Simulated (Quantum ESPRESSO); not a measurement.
**MgS (Niningerite) under changes of volume**

One of the cells (17.609 Å³/atom); the others are scaled copies at fixed shape and fractional positions:

```
S Mg
1.0
     0.00000    2.60165    2.60165
     2.60165    0.00000    2.60165
     2.60165    2.60165    0.00000
S Mg
1 1
Direct
  0.50000 0.50000 0.50000
  0.00000 0.00000 0.00000
```

```yaml
Program: Quantum ESPRESSO 7.5
Functional: rev-vdW-DF2
Potentials_or_basis: PseudoDojo 0.4.1 SR PBE standard
Cutoff: 1143 eV
Density_cutoff: 4572 eV
k_mesh: 9 × 9 × 9
Occupations: fermi-dirac, width 0.05 eV
Spin: no spin polarisation
```

| volume (Å³/atom) | energy over the lowest point (meV/atom) | pressure (GPa) | gap on the mesh (eV) |
| --- | --- | --- | --- |
| 16.553 | ? | ? | ? |
| 16.905 | 9.05 | 3.8 | 2.96 |
| 17.257 | 2.64 | 2.0 | 2.91 |
| 17.609 | 0.00 | 0.4 | 2.87 |
| 17.962 | 0.76 | -1.1 | 2.82 |
| 18.314 | 4.59 | -2.4 | 2.78 |
| 18.666 | 11.20 | -3.6 | 2.74 |

What does the run at 16.553 Å³/atom give?

Energy over the lowest point 19.65 meV/atom; pressure 5.8 GPa; gap on the mesh 3.00 eV.

Worked out: A Birch-Murnaghan fit of order 3 (a polynomial in V^(-2/3)) to the other rows has its minimum at 17.70 Å³/atom with B0 = V·E''(V) = 76 GPa and B' = 4.1. It gives 19.63 meV/atom at 16.553 Å³/atom, against the run's 19.65, and -dE/dV = 5.8 GPa, against 5.8. A straight line through the other rows of the gap, of slope -2.22 eV per unit of ln V, extrapolates to 3.00 eV, against the run's 3.00.

Energies are extrapolated to zero smearing.

Caveats: the potentials were made for another functional, which shifts forces and pressure; an odd mesh through Γ misses points on the zone boundary, where band edges often lie.
